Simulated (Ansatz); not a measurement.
Crystal: Ge.

```
Ge
1.0
     0.00000    2.82891    2.82891
     2.82891    0.00000    2.82891
     2.82891    2.82891    0.00000
Ge
2
Direct
  0.75000 0.75000 0.75000
  0.50000 0.50000 0.50000
```

Base run:

- Program: Ansatz 0.2.0
- Functional: LDA
- Potentials or basis: all-electron LAPW, relativistic spinors
- Cutoff: 317 eV
- Density cutoff: 1268 eV
- Basis error allowed: 0.001 eV/atom
- k mesh: 6 × 6 × 6
- Occupations: fermi-dirac, width 0.05 eV
- Spin: spin-orbit coupling, no magnetisation

Its results: pressure -1.1 GPa.

Question: The run is repeated on the same cell with these changes: functional from LDA to PBE. What comes out?

Answer: Pressure 3.7 GPa.

PBE binds less tightly than LDA, so the same cell stands under more pressure.

Caveats: the k mesh is thin for a metal, which can move the energy by tens of meV per atom.

Not every run made on this cell is shown here.
